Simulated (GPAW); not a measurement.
# SnO2 (Pa-3) in GPAW: convergence with bands over the usual count

Aim: find how far bands over the usual count must go before the results for SnO2 settle, at RPBE. This setting moves, with any that are tied to it; all else stays.

Program: GPAW 26.7.0. These are calculated values, not measurements. Logs are shortened: lines on timing, memory, paths and dates and some standing lists are left out, and cuts for length are marked. The log counts tension as positive stress, the text compression.

### Step 1. The crystal as given

The structure is cubic, space group Pa-3 (No. 205). The conventional cell has a = 5.175 Å, b = 5.175 Å, c = 5.175 Å, α = 90.00°, β = 90.00°, γ = 90.00°. Around Sn (site symmetry -3) lie 6 O at 2.11 Å. O (site symmetry 3) has 3 Sn at 2.11 Å as nearest neighbours.

Measurements of this composition are mostly on another form, of space group No. 136.

### Step 2. With bands over the usual count 0.72

run.py

```python
from ase import Atoms
from ase.dft.bandgap import bandgap
from ase.io import write
from ase.units import GPa
from gpaw import GPAW, PW

atoms = Atoms(['Sn', 'Sn', 'Sn', 'Sn', 'O', 'O', 'O', 'O', 'O', 'O', 'O', 'O'],
              cell=[[5.175256, 0.0, 0.0],
                    [0.0, 5.175256, 0.0],
                    [0.0, 0.0, 5.175256]],
              scaled_positions=[[0.0, 0.0, 0.0],
                                [0.5, 0.0, 0.5],
                                [0.5, 0.5, 0.0],
                                [0.0, 0.5, 0.5],
                                [0.661098, 0.838902, 0.161098],
                                [0.838902, 0.161098, 0.661098],
                                [0.161098, 0.661098, 0.838902],
                                [0.338902, 0.338902, 0.338902],
                                [0.661098, 0.661098, 0.661098],
                                [0.838902, 0.338902, 0.161098],
                                [0.161098, 0.838902, 0.338902],
                                [0.338902, 0.161098, 0.838902]],
              pbc=True)

calc = GPAW(mode=PW(800),
            xc='RPBE',
            kpts={'size': (3, 3, 3), 'gamma': True},
            occupations={'name': 'fermi-dirac', 'width': 0.05},
            nbands=59,
            convergence={'density': 1e-05, 'energy': 1e-05},
            maxiter=100,
            txt='gpaw.txt')
atoms.calc = calc
energy = atoms.get_potential_energy()
forces = atoms.get_forces()
stress = atoms.get_stress()
calc.write('gs.gpw')
write('result.traj', atoms)
print(f'Energy: {energy:.6f} eV')
print('Forces (eV/A):')
print(forces.round(4))
print('Stress (GPa):', (stress / GPa).round(3))
print('Fermi level:', round(calc.get_fermi_level(), 4), 'eV')
print(f'Gap: {bandgap(calc)[0]:.4f} eV, direct: {bandgap(calc, direct=True)[0]:.4f} eV')
```

Potentials or basis: the program's PAW data sets (release 1.2.1) made for this functional, pw.

The run is started by

```sh
$ OMP_NUM_THREADS=1 python run.py
```

gpaw.txt:

```text
__  _  _
 | _ |_)|_||  |
 |__||  | ||/\| - 26.7.0

Input parameters:
  mode=PW(ecut=800.0),
  convergence={'density': 1e-05, 'energy': 1e-05},
  kpts=MonkhorstPack(size=(3, 3, 3), gamma=True),
  maxiter=100,
  nbands=59,
  occupations=Occupations(name='fermi-dirac', width=0.05),
  xc=XC(name='RPBE')

Diagonalizing LCAO Hamiltonian
Converting LCAO to pw mode
    .------------.
   /|            |
  / |O           |
 *  | O     O    |
 |  | O          |
 |Sn|       O    |
 |  .-OSn---O----.
 | /         O  /
 |/      Sn    /
 Sn-----------*

Atoms  # Å, Bohr magnetons
|    | symbol |        x |        y |        z |    initial magnetic moments |
|----|--------|----------|----------|----------|-----------------------------|
|  0 |     Sn | 0.000000 | 0.000000 | 0.000000 | ( 0.0000,  0.0000,  0.0000) |
|  1 |     Sn | 2.587628 | 0.000000 | 2.587628 | ( 0.0000,  0.0000,  0.0000) |
|  2 |     Sn | 2.587628 | 2.587628 | 0.000000 | ( 0.0000,  0.0000,  0.0000) |
|  3 |     Sn | 0.000000 | 2.587628 | 2.587628 | ( 0.0000,  0.0000,  0.0000) |
|  4 |      O | 3.421351 | 4.341533 | 0.833723 | ( 0.0000,  0.0000,  0.0000) |
|  5 |      O | 4.341533 | 0.833723 | 3.421351 | ( 0.0000,  0.0000,  0.0000) |
|  6 |      O | 0.833723 | 3.421351 | 4.341533 | ( 0.0000,  0.0000,  0.0000) |
|  7 |      O | 1.753905 | 1.753905 | 1.753905 | ( 0.0000,  0.0000,  0.0000) |
|  8 |      O | 3.421351 | 3.421351 | 3.421351 | ( 0.0000,  0.0000,  0.0000) |
|  9 |      O | 4.341533 | 1.753905 | 0.833723 | ( 0.0000,  0.0000,  0.0000) |
| 10 |      O | 0.833723 | 4.341533 | 1.753905 | ( 0.0000,  0.0000,  0.0000) |
| 11 |      O | 1.753905 | 0.833723 | 4.341533 | ( 0.0000,  0.0000,  0.0000) |

Unit cell  # Å
| periodic |        x |        y |        z |  lengths |    angles |
|----------|----------|----------|----------|----------|-----------|
|      yes | 5.175256 | 0.000000 | 0.000000 | 5.175256 | 90.000000 |
|      yes | 0.000000 | 5.175256 | 0.000000 | 5.175256 | 90.000000 |
|      yes | 0.000000 | 0.000000 | 5.175256 | 5.175256 | 90.000000 |

Number of symmetries: 6
Symmetry operations  # r_c * U_cc + t_c -> r_c
|   | kind |            matrix            |
|---|------|------------------------------|
| 0 |  E   |  1, 0, 0,  0, 1, 0,  0, 0, 1 |
| 1 |  C3  |  0, 1, 0,  0, 0, 1,  1, 0, 0 |
| 2 |  C3  |  0, 0, 1,  1, 0, 0,  0, 1, 0 |
| 3 |  S6  |  0, 0,-1, -1, 0, 0,  0,-1, 0 |
| 4 |  S6  |  0,-1, 0,  0, 0,-1, -1, 0, 0 |
| 5 |  i   | -1, 0, 0,  0,-1, 0,  0, 0,-1 |

BZ-sampling:
  Number of BZ points: 27
  Number of IBZ points: 6

  Monkhorst-Pack size: [3, 3, 3]
  Monkhorst-Pack shift: [0, 0, 0]

K-points  # in reciprocal-cell coordinates
|   |                                coordinates |     weight |
|---|--------------------------------------------|------------|
| 0 | (  0.00000000,   0.00000000,   0.00000000) | 0.03703704 |
| 1 | (  0.33333333,   0.00000000,  -0.33333333) | 0.22222222 |
| 2 | (  0.33333333,   0.00000000,   0.00000000) | 0.22222222 |
| 3 | (  0.33333333,   0.33333333,  -0.33333333) | 0.22222222 |
| 4 | (  0.33333333,   0.33333333,   0.00000000) | 0.22222222 |
| 5 | (  0.33333333,   0.33333333,   0.33333333) | 0.07407407 |

Plane wave coefficients: 7151
Cutoff: 800.0 eV

Spin-components: 1 (collinear spins)
Bands:           59
Projectors:      64
Spin-degeneracy: 2
Datatype:        complex128

Parallelization:
  kpt:    1
  domain: 1
  band:   1

Density:
  Valence electrons: 104.0
  Components: 1
  Grid points: [35 35 35]
  Charge: 0.0  # |e|

Potential:
  Grid points: [35 35 35]

species:
  Sn:
    name:    Tin
    Z:       50.0
    valence: 14
    core:    36
    charge:  0.0  # [|e|]
    compensation charges:
      type: gauss
      rc: 0.38  # [Å]
      lmax: 2
    cutoffs:
      filter: 2.23  # [Å]
      core: 2.35  # [Å]
    projectors
    | kind |    occ | energy [eV] | rcut [Å] |
    |------|--------|-------------|----------|
    |   5s |  2.000 |     -10.465 |    1.201 |
    |   5p |  2.000 |      -3.644 |    1.270 |
    |   4d | 10.000 |     -25.852 |    1.185 |
    |    s |        |      16.747 |    1.201 |
    |    p |        |      23.567 |    1.270 |
    |    d |        |       1.359 |    1.185 |

    Using partial waves for Sn as LCAO basis

  O:
    name:    Oxygen
    Z:       8.0
    valence: 6
    core:    2
    charge:  0.0  # [|e|]
    compensation charges:
      type: gauss
      rc: 0.21  # [Å]
      lmax: 2
    cutoffs:
      filter: 1.17  # [Å]
      core: 0.83  # [Å]
    projectors
    | kind |    occ | energy [eV] | rcut [Å] |
    |------|--------|-------------|----------|
    |   2s |  2.000 |     -24.041 |    0.688 |
    |   2p |  4.000 |      -8.984 |    0.598 |
    |    s |        |       3.170 |    0.688 |
    |    p |        |      18.228 |    0.598 |
    |    d |        |       0.000 |    0.619 |

    Using partial waves for O as LCAO basis

Reference energy: -688422.280077  # eV

eigensolver:
  PPCG
  Converge bands: occupied
  niter=2

density mixing:
  MSR1-Mixer
  Pratt-step length: 0.05
  Maximum mixing coefficient: 0.75
  Old densities: 10
  SVD Regularization: 0.005
  Good broyden scale: 1.0
  Trust region scale: 1.0
  Backstep threshold: 4.0
  History deletion threshold: 6.0
  Fourier metric: weight=20.0, sigma=0.015

occupation numbers:
  Fermi-Dirac:
    width: 0.0500  # eV

poisson solver:
  ecut: 6400.0  # eV

xc functional:
  name: RPBE with 2 nearest neighbor stencil

convergence criteria:
- Maximum integral of absolute [dens]ity change: 1e-05 electrons / valence electron
- Maximum [total energy] change in last 3 cyles: 1e-05 eV / valence electron
- Maximum integral of absolute [eigenst]ate change: 4e-08 eV^2 / valence electron
maximum number of iterations: 100

SCF iterations
|iter     | |      energy | eigst |  dens |
|---------|-|-------------|-------|-------|
|iter:   1| |  -83.065426 | +0.32 |       |
|iter:   2| |  -79.915830 | -0.76 | -0.87 |
|iter:   3| |  -71.417219 | +0.01 | -0.93 |
|iter:   4| |  -71.476598 | -1.22 | -1.45 |
|iter:   5| |  -71.529116 | -2.42 | -1.78 |
|iter:   6| |  -71.532687 | -3.43 | -2.54 |
|iter:   7| |  -71.533077 | -4.44 | -3.12 |
|iter:   8| |  -71.533108c| -5.19 | -3.83 |
|iter:   9| |  -71.533107c| -5.95 | -4.11 |
|iter:  10| |  -71.533107c| -7.05 | -4.59 |
|iter:  11| |  -71.533108c| -7.87c| -5.05c|

Converged in 11 steps
Energy contributions relative to reference atoms: (reference = -688422.280077)

Energy contributions:
  Kinetic:         126.678425
  Coulomb:        -113.410732
  Zero:              0.872480
  External:          0.000000
  Xc:              -85.673155
  Entropy:          -0.000254
  Spinorbit:         0.000000
  ----------------------------
  Free energy:     -71.533234
  Extrapolated:    -71.533108

dipole moment: (-33.773586, -33.773586, -33.773586)  # |e|*Ang

Fermi level: 7.021
Eigenvalues  # (at kpt = [0.000, 0.000, 0.000])
| band index |      eig [eV] | occ [0-2] |
|------------|---------------|-----------|
|          0 |       -14.240 |     2.000 |
|        ... |               |           |
|         44 |         5.625 |     2.000 |
|         45 |         5.625 |     2.000 |
|         46 |         5.929 |     2.000 |
|         47 |         5.929 |     2.000 |
|         48 |         6.364 |     2.000 |
|         49 |         6.576 |     2.000 |
|         50 |         6.576 |     2.000 |
|         51 |         6.576 |     2.000 |
|         52 |         7.294 |     0.008 |
|         53 |        12.465 |     0.000 |
|         54 |        12.466 |     0.000 |
|         55 |        12.466 |     0.000 |
|         56 |        14.097 |     0.000 |
|         57 |        14.097 |     0.000 |
|         58 |        14.097 |     0.000 |

Gap: 0.668 eV
Transition (v -> c):
  (s=0, k=2, n=51, [0.33, 0.00, 0.00]) -> (s=0, k=0, n=52, [0.00, 0.00, 0.00])
Direct/indirect transitions are different
Direct gap: 0.717 eV
Transition at: (s=0, k=0, n=51, [0.00, 0.00, 0.00])

Forces  # eV/Ang
|        x |        y |        z |
|----------|----------|----------|
|  0.00000 |  0.00000 |  0.00000 |  # Sn   0
|  0.00000 |  0.00000 | -0.00000 |  # Sn   1
|  0.00000 | -0.00000 |  0.00000 |  # Sn   2
|  0.00000 |  0.00000 |  0.00000 |  # Sn   3
| -0.00768 |  0.00762 | -0.00760 |  # O    4
|  0.00762 | -0.00760 | -0.00768 |  # O    5
| -0.00760 | -0.00768 |  0.00762 |  # O    6
|  0.00763 |  0.00763 |  0.00763 |  # O    7
| -0.00763 | -0.00763 | -0.00763 |  # O    8
|  0.00760 |  0.00768 | -0.00762 |  # O    9
| -0.00762 |  0.00760 |  0.00768 |  # O   10
|  0.00768 | -0.00762 |  0.00760 |  # O   11

Stress tensor  # eV/Ang^3
|         x |         y |         z |
|-----------|-----------|-----------|
| -0.014982 | -0.000003 | -0.000003 |
| -0.000003 | -0.014982 | -0.000003 |
| -0.000003 | -0.000003 | -0.014982 |

# Writing to gs.gpw (mode='')
```

Run time: 68 s. Hardware: 1 thread of Arm Neoverse V2, shared host; peak memory 0.31 GiB.

What came out:

```yaml
Free_energy: -71.5332 eV
Pressure: 2.4 GPa
Largest_force: 0.013 eV/Å
Band_gap_on_the_k_mesh: 0.67 eV, indirect (least direct gap 0.72 eV)
```

### Step 3. With bands over the usual count 0.8

Changes to run.py since step 2:

```diff
@@ -28,3 +28,3 @@
             occupations={'name': 'fermi-dirac', 'width': 0.05},
-            nbands=59,
+            nbands=65,
             convergence={'density': 1e-05, 'energy': 1e-05},
```

Potentials or basis: the program's PAW data sets (release 1.2.1) made for this functional, pw.

The run is started by

```sh
$ OMP_NUM_THREADS=1 python run.py
```

Run time: 74 s. Hardware: 1 thread of Arm Neoverse V2, shared host; peak memory 0.31 GiB.

The run converged. Its results:

```yaml
Free_energy: -71.5332 eV
Pressure: 2.4 GPa
Largest_force: 0.014 eV/Å
Band_gap_on_the_k_mesh: 0.67 eV, indirect (least direct gap 0.72 eV)
```

### Step 4. With bands over the usual count 0.9

Changes to run.py since step 3:

```diff
@@ -28,3 +28,3 @@
             occupations={'name': 'fermi-dirac', 'width': 0.05},
-            nbands=65,
+            nbands=73,
             convergence={'density': 1e-05, 'energy': 1e-05},
```

The run is started by

```sh
$ OMP_NUM_THREADS=1 python run.py
```

It took 82 s on 1 thread of Arm Neoverse V2, shared host; peak memory 0.32 GiB.

Results (log left out):

```
Free energy            : -71.5332 eV
Pressure               : 2.4 GPa
Largest force          : 0.013 eV/Å
Band gap on the k mesh : 0.67 eV, indirect (least direct gap 0.72 eV)
```

### Step 5. With bands over the usual count 1

Changes to run.py since step 4:

```diff
@@ -28,3 +28,3 @@
             occupations={'name': 'fermi-dirac', 'width': 0.05},
-            nbands=73,
+            nbands=81,
             convergence={'density': 1e-05, 'energy': 1e-05},
```

The run is started by

```sh
$ OMP_NUM_THREADS=1 python run.py
```

Run time: 90 s. Hardware: 1 thread of Arm Neoverse V2, shared host; peak memory 0.33 GiB.

Results (log left out):

| Quantity | Value |
| --- | --- |
| Free energy | -71.5332 eV |
| Pressure | 2.4 GPa |
| Largest force | 0.013 eV/Å |
| Band gap on the k mesh | 0.67 eV, indirect (least direct gap 0.72 eV) |

### Step 6. With bands over the usual count 1.3

Changes to run.py since step 5:

```diff
@@ -28,3 +28,3 @@
             occupations={'name': 'fermi-dirac', 'width': 0.05},
-            nbands=81,
+            nbands=106,
             convergence={'density': 1e-05, 'energy': 1e-05},
```

Potentials or basis: the program's PAW data sets (release 1.2.1) made for this functional, pw.

The run is started by

```sh
$ OMP_NUM_THREADS=1 python run.py
```

Run time: 2 min. Hardware: 1 thread of Arm Neoverse V2, shared host; peak memory 0.35 GiB.

The run converged. Its results:

* Free energy: -71.5332 eV
* Pressure: 2.4 GPa
* Largest force: 0.014 eV/Å
* Band gap on the k mesh: 0.67 eV, indirect (least direct gap 0.72 eV)

### Step 7. With bands over the usual count 1.7

Changes to run.py since step 6:

```diff
@@ -28,3 +28,3 @@
             occupations={'name': 'fermi-dirac', 'width': 0.05},
-            nbands=106,
+            nbands=138,
             convergence={'density': 1e-05, 'energy': 1e-05},
```

The run is started by

```sh
$ OMP_NUM_THREADS=1 python run.py
```

Wall time 2.8 min (1 thread of Arm Neoverse V2, shared host); peak memory 0.38 GiB.

Results (log left out):

| Property | Result |
| --- | --- |
| Free energy | -71.5332 eV |
| Pressure | 2.4 GPa |
| Largest force | 0.013 eV/Å |
| Band gap on the k mesh | 0.67 eV, indirect (least direct gap 0.72 eV) |

### Step 8. With bands over the usual count 2.5

Changes to run.py since step 7:

```diff
@@ -28,3 +28,3 @@
             occupations={'name': 'fermi-dirac', 'width': 0.05},
-            nbands=138,
+            nbands=203,
             convergence={'density': 1e-05, 'energy': 1e-05},
```

The run is started by

```sh
$ OMP_NUM_THREADS=1 python run.py
```

Run time: 4.5 min. Hardware: 1 thread of Arm Neoverse V2, shared host; peak memory 0.44 GiB.

The run converged. Its results:

```yaml
Free_energy: -71.5332 eV
Pressure: 2.4 GPa
Largest_force: 0.014 eV/Å
Band_gap_on_the_k_mesh: 0.67 eV, indirect (least direct gap 0.72 eV)
```

### Step 9. The series at a glance

```tsv
bands over the usual count	energy less the tightest run, at zero smearing (meV/atom)	SCF cycles	CPU time (s)	peak memory (GiB)
0.72	0.00	11	68	0.31
0.8	0.00	11	74	0.31
0.9	0.00	11	82	0.32
1	0.00	11	90	0.33
1.3	0.00	11	120	0.35
1.7	0.00	11	170	0.38
2.5	0.00	11	270	0.44
```

Against the tightest run, the energy stays within 1 meV/atom from 0.72 on. The tightest run that finished is the yardstick and may itself not be fully converged.

Caveats: spin-orbit coupling is left out, which moves the levels of the heavy elements; an odd mesh through Γ misses points on the zone boundary, where band edges often lie.
